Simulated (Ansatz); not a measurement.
Rows from a G0W0 calculation on InSe (GaSe-type monolayer) (Ansatz 0.2.0; G0W0 on PBE, plane waves, PAW; PAW set soft_1; 6×6×1 mesh, 596 empty bands, screening to 66 eV, PAW set soft_1 files), in eV. Spin-orbit coupling is left out.

| row | Σx | Σc | Vxc | Z |
| --- | --- | --- | --- | --- |
| A | -10.00 | -2.69 | -13.22 | 0.77 |
| B | -7.46 | -3.52 | -11.51 | 0.77 |
| C | -8.06 | -3.35 | -11.95 | 0.77 |
| D | -15.54 | 1.30 | -13.60 | 0.74 |
| E | -15.26 | 1.30 | -13.33 | 0.74 |
| F | -10.75 | -2.96 | -14.35 | 0.76 |

**Question.** Which rows are filled states and which are empty ones, and how can one tell?

Filled: D and E. Empty: A, B, C and F. The sign of Σc tells: for a filled state bare exchange, which holds its interaction with itself, lies below Vxc (Σx − Vxc is -1.9 eV or lower here) and screening gives part back as a positive Σc. For an empty state Σx lies above Vxc (+3.2 eV or more) and the Coulomb hole leaves Σc negative.

[Runs of the session that timed out or met a known fault of the program may be left out.]

[Cells called generated may have been cut or substituted from an entry of the Crystallography Open Database or the Materials Project.]

[Hosts, paths, dates, database ids (printed as entryN), source tags and the programs' standing remarks are cut or masked in the printed files.]
